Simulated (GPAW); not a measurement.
AlCu3:

```
Cu Al
1.0
     0.00000    2.88801    2.88801
     2.88801    0.00000    2.88801
     2.88801    2.88801    0.00000
Cu Al
3 1
Direct
  0.75000 0.75000 0.75000
  0.25000 0.25000 0.25000
  0.50000 0.50000 0.50000
  0.00000 0.00000 0.00000
```

The cell comes from a database or a generator and needn't be the stable form of this composition.

Base run:

| Item | Value |
| --- | --- |
| Program | GPAW 26.7.0 |
| Functional | PBEsol |
| Potentials or basis | PAW data sets generated in the run's folder for this functional |
| Cutoff | 600 eV |
| Basis | pw |
| k mesh | 8 × 8 × 8 |
| Occupations | fermi-dirac, width 0.05 eV |
| Spin | no spin polarisation |

Its results: pressure 0.7 GPa.

Question: The run is repeated on the same cell with these changes: functional from PBEsol to LDA; potentials or basis from PAW data sets generated in the run's folder for this functional to the program's PAW data sets (release 1.2.1) made for this functional. What comes out?

Answer: Pressure -5.3 GPa.

Caveats: with this Cu data set, volumes or pressures lay over 1.5 % or 2 GPa off other programs in two to four cells of ten.
